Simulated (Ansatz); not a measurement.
BeO (wurtzite)

Space group P6₃mc (No. 186); a = b = 2.6928 Å, c = 4.3729 Å, α = β = 90.00°, γ = 120.00°

| atom | site | symmetry | x | y | z |
|---|---|---|---|---|---|
| Be | 2b | 3m. | 0.6667 | 0.3333 | 0.0015 |
| O | 2b | 3m. | 0.3333 | 0.6667 | 0.1237 |

The relaxed cell is deformed in two ways at once: its volume V is scaled, and at that volume it is stretched along z (the c axis of the conventional cell) so that c/a changes. Fractional atomic positions are held.

These are PBEsol (plane waves to 420 eV, PAW, scalar-relativistic; Ansatz, a quantum-chemistry and plane-wave program) values and carry that method's errors. k mesh 14×14×8 (Γ-centred), Fermi-Dirac smearing 0.05 eV. Stress and pressure are positive under compression. As the atoms are clamped, bonds stretch with the cell, which overstates energies and stresses. BeO was relaxed with its symmetry unable to fall.

Changes of σxx (GPa) from the point V/V₀ = 1.000, (c/a)/(c/a)₀ = 1.000 when one coordinate moves alone (two changes are said to add if the coupling is within 5 % of the smaller one, nearly so within 20 %):

```tsv
point	change
V/V₀ = 1.000, (c/a)/(c/a)₀ = 0.880	-14.01
V/V₀ = 1.000, (c/a)/(c/a)₀ = 0.920	-10.08
V/V₀ = 1.000, (c/a)/(c/a)₀ = 0.960	-5.35
V/V₀ = 0.960, (c/a)/(c/a)₀ = 1.000	9.58
V/V₀ = 0.973, (c/a)/(c/a)₀ = 1.000	6.18
V/V₀ = 0.987, (c/a)/(c/a)₀ = 1.000	2.99
V/V₀ = 1.013, (c/a)/(c/a)₀ = 1.000	-2.81
V/V₀ = 1.027, (c/a)/(c/a)₀ = 1.000	-5.45
V/V₀ = 1.040, (c/a)/(c/a)₀ = 1.000	-7.93
V/V₀ = 1.000, (c/a)/(c/a)₀ = 1.040	5.87
V/V₀ = 1.000, (c/a)/(c/a)₀ = 1.080	12.15
V/V₀ = 1.000, (c/a)/(c/a)₀ = 1.120	18.77
```

What is the change at V/V₀ = 0.973, (c/a)/(c/a)₀ = 0.960, where both move, and how far is it from the sum?

The sum of the single changes is 6.18 + (-5.35) = 0.83; the calculation gives 0.37, so the coupling contributes -0.46 (under 20 % of the smaller single change, nearly additive).

What is the change at V/V₀ = 0.973, (c/a)/(c/a)₀ = 1.080, where both move, and how far is it from the sum?

The sum of the single changes is 6.18 + (12.15) = 18.33; the calculation gives 19.29, so the coupling contributes 0.96 (under 20 % of the smaller single change, nearly additive).

Do the two effects add at V/V₀ = 1.013, (c/a)/(c/a)₀ = 0.960? Give the computed change.

The sum of the single changes is -2.81 + (-5.35) = -8.16; the calculation gives -7.95, so the coupling contributes 0.21 (under 20 % of the smaller single change, nearly additive).

(Under strain, the slope of the energy per volume gives the stress and its curvature an elastic modulus.)
